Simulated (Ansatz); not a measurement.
**PbO2 (PbO2) with and without relativity**

```xyz
3
Lattice="0.0000 2.7048 2.7048 2.7048 0.0000 2.7048 2.7048 2.7048 0.0000" Properties=species:S:1:pos:R:3 pbc="T T T"
Pb    0.0000    0.0000    0.0000
O     1.3524    1.3524    1.3524
O     4.0573    4.0573    4.0573
```

The cell comes from a relaxation on PAW files under the same functional, begun from a database entry that needn't be the ground state.

All-electron LAPW in Ansatz 0.2.0 under PBE, with a Γ-centred 9×9×9 k mesh, Fermi–Dirac smearing of 0.02 eV, no spin polarisation. The basis error target is 0.5 meV/atom. The same cell is solved at each level of relativity (Schrödinger's equation, the scalar-relativistic one, Dirac's), and each level may then relax the cell.

The elements are taken as O O2 gas, Pb fcc, each relaxed on PAW files under the same functional and computed by the same method as the compound; zero-point and thermal terms are left out. Formation energies keep the scalar-relativistic cells of compound and elements, so at the other levels neither side is at rest.

The relaxed volume lies +17 % from the database entry's, so this cell isn't the real material's; missing dispersion or a faulty entry can cause that.

```csv
level,P at the cell (GPa),gap (eV),ΔE(formation) at the fixed cells (eV/atom),relaxed V (Å³/atom)
scalar-relativistic,-0.02,0.00,-0.677,13.19
non-relativistic,-8.59,?,-1.688,12.52
with spin–orbit coupling,-0.36,0.00,–,–
```

Question: Fill in "gap (eV)" for the row "non-relativistic".

Answer: 0.15.

Question: Does scalar relativity shrink or swell this crystal?

Answer: It swells it by 5.3 % in volume against the non-relativistic cell.

Question: How do the Löwdin populations move when relativity is switched off?

Answer: Pb 6s 1.21 → 0.87, Pb 6p 1.42 → 1.46, O 2p 4.83 → 5.00 electrons an atom. The projections hold only the shells that the free atoms fill, so charge of other character is partly counted to these shells and partly left out.
